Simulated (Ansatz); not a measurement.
SiC: a prediction, then the measurements

The calculation used Ansatz, DFT PBE, scalar-relativistic, plane waves, PAW.

Settings: cutoff 420 eV, Γ-centred mesh 12×12×4 on the computed 8-atom cell, Gaussian smearing of 0.02 eV; no spin polarisation.

Relaxed structure, symmetry kept:

```cif
data_structure
_symmetry_space_group_name_H-M 'P 1'
_symmetry_Int_Tables_number 1
_cell_length_a 3.0941
_cell_length_b 3.0941
_cell_length_c 10.1293
_cell_angle_alpha 90.000
_cell_angle_beta 90.000
_cell_angle_gamma 120.000
_cell_volume 83.98
loop_
_atom_site_label
_atom_site_type_symbol
_atom_site_fract_x
_atom_site_fract_y
_atom_site_fract_z
_atom_site_occupancy
Si1 Si 0.66667 0.33333 0.93784 1
Si2 Si 0.33333 0.66667 0.43784 1
Si3 Si 0.00000 0.00000 0.68790 1
Si4 Si 0.00000 0.00000 0.18790 1
C1 C 0.66667 0.33333 0.74981 1
C2 C 0.33333 0.66667 0.24981 1
C3 C 0.00000 0.00000 0.50045 1
C4 C 0.00000 0.00000 0.00045 1
```

```
Space group                                                                                                                                 : P6_3mc (No. 186)
Volume per atom                                                                                                                             : 10.50 Å³
Formation energy from the elements' standard states (uncorrected)                                                                           : -0.204 eV/atom
Kohn–Sham band gap                                                                                                                          : 2.22 eV, indirect from Γ to M
Löwdin character of the top 1 eV of the valence band                                                                                        : C 2p 83 %, Si 3p 13 %
Löwdin character of the lowest 1 eV of the conduction band                                                                                  : Si 3p 45 %, C 2s 22 %, C 2p 11 %, unprojected 17 %
Electron masses at the edge by Cartesian direction of the standard setting (m_e; degenerate bands sorted by energy; no spin-orbit coupling) : x: 0.28; y: 0.57; z: 0.31
Hole masses at the edge by Cartesian direction of the standard setting (m_e; degenerate bands sorted by energy; no spin-orbit coupling)     : x: 3.5, 0.31; y: 3.5, 0.31; z: 1.6, 1.6
Bulk modulus                                                                                                                                : 213 GPa
Its pressure derivative                                                                                                                     : 3.9
Electronic dielectric constant xx, yy, zz of the standard setting (independent particles)                                                   : 7.3, 7.3, 7.6
Bader charges (e)                                                                                                                           : Si (2 in the cell) 2.75, Si (2 in the cell) 2.76, C (2 in the cell) -2.76, C (2 in the cell) -2.76
```

**Experimental background.**

From a printed reference work, textbook, for a bulk crystal of SiC at 300 K: lattice constant a 3.0806 Å; lattice constant c 15.1173 Å.

A printed reference work, data compilation reports, for a bulk crystal of SiC at 300 K: high-frequency dielectric constant 6.7.

Measured lattice constant a of SiC: 3.0806 Å (300 K; a printed reference work, textbook). This calculation gives 3.094 Å (+0.4 %). The measured c of this compound is far from this cell's, so the row may belong to another stacking. Measured lattice constant c of SiC: 15.1173 Å (300 K; a printed reference work, textbook). This calculation gives 10.129 Å (-33.0 %). So large a difference can come from the functional (as between layers that it hardly binds), but also from another choice of axes, another phase or a misread value. The calculation is for 0 K without zero-point motion. Measured high-frequency dielectric constant of SiC: 6.7 (300 K; a printed reference work, data compilation). This calculation gives 7.36 (+9.8 %). 2 values of this kind are on record (6.52 to 6.7); this one was drawn at random. Local fields are left out.